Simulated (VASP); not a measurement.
A run of VASP 6.6.1 is set up as follows.

Contents of INCAR:

```
PREC = Accurate
ENCUT = 600
EDIFF = 1E-7
ISMEAR = 0
SIGMA = 0.03
LREAL = F
LASPH = T
NELM = 80
ALGO = Normal
ISIF = 4
LWAVE = F
LCHARG = F
IBRION = 2
NSW = 40
EDIFFG = -0.01
```

The input KPOINTS:

```
Automatic mesh
0
Gamma
  9 9 6
```

Contents of POSCAR:

```
Te                                      
1.0
    4.2759549313     -0.0000000000      0.0000000000
   -2.1379774656      3.7030855959      0.0000000000
    0.0000000000      0.0000000000      5.9378648340
  Te            
     3
Direct
     0.2869691410427617    1.0000000000000000    0.3333333332999970
     0.0000000000000000    0.2869691410427688    0.6666666667000030
     0.7130308589572313    0.7130308589572313    0.0000000000000000
```

Potentials or basis: VASP PAW LDA potentials, release 64 (Te).

Command:

```sh
$ cat potpaw_LDA.64/Te/POTCAR > POTCAR
$ mpirun -np 1 vasp_std > vasp.out
```

**Question.** Predict the band gap on the k mesh.

**Answer.** None (metal or under the smearing width).

Forces in eV/Å, atoms in the order of the input:
```
Te   0.004  0.000  0.000
Te  -0.002  0.003  0.000
Te  -0.002 -0.003  0.000
```

Caveat: the relaxation stopped at its first step, so nothing moved. Spin-orbit coupling is left out, which matters for the levels of Te.
